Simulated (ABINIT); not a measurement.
Input of an ABINIT 10.8.3 (patched build) run:

Contents of run.abi:

```
# Pseudopotentials
pp_dirpath "./"
pseudos "Al.upf, N.upf"

# Structure
acell 3*1.0 Angstrom
rprim
     3.1130000000     0.0000000000     0.0000000000
    -1.5565000000     2.6959370820     0.0000000000
     0.0000000000     0.0000000000     4.9810000000
ntypat 2
znucl 13 7
natom 4
typat 1 1 2 2
xred
     0.6666666667     0.3333333333     0.5000000000
     0.3333333333     0.6666666667     0.0000000000
     0.6666666667     0.3333333333     0.8800000000
     0.3333333333     0.6666666667     0.3800000000

# Plane-wave basis
ecut 35.0

# k points
kptopt 1
ngkpt 6 6 4
nshiftk 1
shiftk 0.0 0.0 0.0

# Exchange and correlation
ixc 11

# Bands and occupations
nband 10
occopt 1

# SCF cycle
nstep 100
tolvrs 1.0e-10
diemac 6.0

# Output
iomode 3
prtwf 0
prteig 0
prtebands 0
enunit 1
prtvol 2
prtden 1
prtvha 1
prtvclmb 1
prtpot 1
prtelf 1
```

Potentials or basis: PseudoDojo NC SR PBE v0.4.1 standard.

Command:

```console
$ mpirun --bind-to none -np 8 abinit run.abi > log 2>&1
```

(1) Predict the pressure.

(2) What does it give for the band gap on the k mesh?

## Answers

(1) 2.7 GPa.

(2) 4.22 eV, direct.

**Experimental background.**

“Self-assembly of well-separated AlN nanowires directly on sputtered metallic TiN films”, 2019, arxiv:1910.07391 quotes, for a bulk crystal of AlN at 10 K: band gap 6.034 eV (an exciton energy, a little under the gap).

Measured gap of AlN: 6.034 eV (an exciton energy, a little under the gap; 10 K; quoted in “Self-assembly of well-separated AlN nanowires directly on sputtered metallic TiN films”, 2019, arxiv:1910.07391). This calculation gives 4.22 eV (-1.81 eV). 2 values of this kind are on record (6.034 to 6.0343 eV); this one was drawn at random. The value is that of PBE, without temperature or zero-point motion. Semilocal functionals fall short of measured gaps as a rule.
